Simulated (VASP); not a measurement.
The system is MnS.

```
Mn S
1.0
     4.30568    0.00000    0.00000
     0.00000    4.30568    0.00000
     0.00000    0.00000    5.36058
Mn S
2 2
Direct
  0.00000 0.50000 0.00000
  0.50000 0.00000 0.50000
  0.00000 0.00000 0.25000
  0.00000 0.00000 0.75000
```

Measurements of this composition are mostly on another form, of space group No. 225.

Base run:

```yaml
Program: VASP 6.6.1
Functional: PBEsol
Potentials_or_basis: VASP PAW PBE potentials, release 64 (Mn_pv, S)
Cutoff: 520 eV
k_mesh: 5 × 5 × 4
Occupations: gaussian, width 0.05 eV
Spin: no spin polarisation
Hubbard_terms: Mn d U = 3 eV
```

Its results: band gap on the k mesh none (metal or under the smearing width); pressure -16.7 GPa.

Question: After a change of settings the same cell gave: band gap on the k mesh none (metal or under the smearing width); pressure -3.0 GPa; net moment 8.91 μB per cell; site moments Mn +4.39; S -0.09 μB. Which change was it?
A. spin from no spin polarisation to collinear spin, random start; further incar settings from ALGO = Fast; EDIFF = 1e-07 to ALGO = Normal; EDIFF = 1e-06; NBANDS = 31
B. spin from no spin polarisation to collinear spin, antiferromagnetic start; further incar settings from ALGO = Fast; EDIFF = 1e-07 to ALGO = Fast; EDIFF = 1e-06; NBANDS = 31
C. spin from no spin polarisation to collinear spin, ferrimagnetic start
D. spin from no spin polarisation to collinear spin, ferromagnetic start; further incar settings from ALGO = Fast; EDIFF = 1e-07 to ALGO = Fast; EDIFF = 1e-06; NBANDS = 31

Answer: D.

Caveats: the PAW data sets were made with another functional, which shifts forces and pressure a little; U without spin polarisation on a metal has little footing (some runs).
